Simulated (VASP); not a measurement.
Wanted: the native input for a VASP 6.6.1 run.

- Task: relaxation of cell and atoms
- Functional: PBEsol
- Potentials or basis: VASP PAW PBE potentials, release 64 (Ga_d, As)
- Cutoff: 600 eV
- k mesh: 10 × 10 × 10
- Occupations: gaussian, width 0.03 eV
- Spin: no spin polarisation
- Further INCAR settings: ALGO = Normal; EDIFF = 1e-06; IBRION = 2; EDIFFG = -0.01; NSW = 90; ISIF = 3

The structure of GaAs lies in POSCAR:

```
GaAs
1.0
    0.0000000000      2.8268500000      2.8268500000
    2.8268500000      0.0000000000      2.8268500000
    2.8268500000      2.8268500000      0.0000000000
Ga As
1 1
Direct
    0.0000000000      0.0000000000      0.0000000000
    0.2500000000      0.2500000000      0.2500000000
```

One way to write it, as run:

INCAR

```
SYSTEM = GaAs
ALGO = Normal
EDIFF = 1E-6
EDIFFG = -0.01
ENCUT = 600
GGA = PS
IBRION = 2
ISIF = 3
ISMEAR = 0
LASPH = .TRUE.
LCHARG = .FALSE.
LREAL = .FALSE.
LWAVE = .FALSE.
NELM = 80
NSW = 90
PREC = Accurate
SIGMA = 0.03
```

KPOINTS

```
k-points
0
G
  10 10 10
  0 0 0
```

Potentials or basis: VASP PAW PBE potentials, release 64 (Ga_d, As).

The run is started by

```bash
$ cat potpaw_PBE.64/Ga_d/POTCAR potpaw_PBE.64/As/POTCAR > POTCAR
$ mpirun -np 1 vasp_std > vasp.out
```

It gave:

```json
{"Relaxed volume": "22.70 Å³/atom", "Relaxed cell": "a = 4.004 Å, b = 4.004 Å, c = 4.004 Å, α = 60.00°, β = 60.00°, γ = 60.00°", "Space group after relaxing (to 0.05 Å)": "F-43m (No. 216)", "Energy gained by relaxing": "0.1 meV/atom", "Ionic steps": "3", "Pressure after relaxing": "0.0 GPa", "Band gap on the k mesh": "0.42 eV, direct"}
```

Caveat: the PAW data sets were made with another functional, which shifts forces and pressure a little.

It took 78 s on 1 thread of AMD EPYC 7R43 64-Core Processor (Zen 3), on a shared host, peak memory 0.17 GiB.
